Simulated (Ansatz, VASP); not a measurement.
**One calculation of Al2Cu, two programs**

INCAR

```
PREC = Accurate
ENCUT = 520
EDIFF = 1E-6
ISMEAR = -1
SIGMA = 0.05
LREAL = F
LASPH = T
NELM = 80
ALGO = Fast
ISIF = 2
LWAVE = F
LCHARG = T
LELF = T
LVHAR = T
NBANDS = 16
```

Contents of KPOINTS:

```
Automatic mesh
0
Gamma
  7 7 9
```

POSCAR

```
Al2Cu
1.0
    4.0776296128      0.0000000000      0.0000000000
    0.0000000000      4.0776296128      0.0000000000
    0.0000000000      0.0000000000      2.8719076301
Cu Al
1 2
Direct
    0.0000000000      0.0000000000      0.0000000000
    0.0000000000      0.5000000000      0.5000000000
    0.5000000000      0.0000000000      0.5000000000
```

File input.yaml:

```yaml
crystal:
  lattice:
    - [4.0776296128, 0.0, 0.0]
    - [0.0, 4.0776296128, 0.0]
    - [0.0, 0.0, 2.8719076301]
  atoms:
    - { symbol: Cu, position: [0.0, 0.0, 0.0] }
    - { symbol: Al, position: [0.0, 0.5, 0.5] }
    - { symbol: Al, position: [0.5, 0.0, 0.5] }
kpoints:
  mp_grid: { grid: [7, 7, 9] }
scf:
  occupations: { method: fermi_dirac, width: 0.05 }
hamiltonian:
  xc: lda
  pseudopotentials: { kind: all_electron, lapw: { basis_error: 0.002 } }
output:
  forces: true
  stress: true
  eigenvalues: true
```

Change from the starting cell: volume scaled by 0.98.

Alike in both runs: task single point; functional LDA; k mesh 7 × 7 × 9; occupations fermi-dirac, width 0.05 eV; no spin polarisation.

|  | VASP | Ansatz |
| --- | --- | --- |
| version | VASP 6.6.1 | Ansatz 0.2.0 |
| potentials or method | VASP PAW LDA potentials, release 64 (Cu, Al) | all-electron LAPW, scalar-relativistic |
| plane-wave cutoff (eV) | 520 | see its input |

Ansatz gave:

```
gap on the k mesh at the Fermi level (eV)       : none
pressure (GPa)                                  : -3.4
largest component of the traceless stress (GPa) : 0.83
```

Q: Estimate VASP's values.

A: gap on the k mesh at the Fermi level (eV): none; pressure (GPa): -3.2; largest component of the traceless stress (GPa): 0.84.

A gap of «none» marks a metal or a gap that the smearing closes. Ansatz ran all-electron here, so the differences hold the error of VASP's frozen core and of both bases.
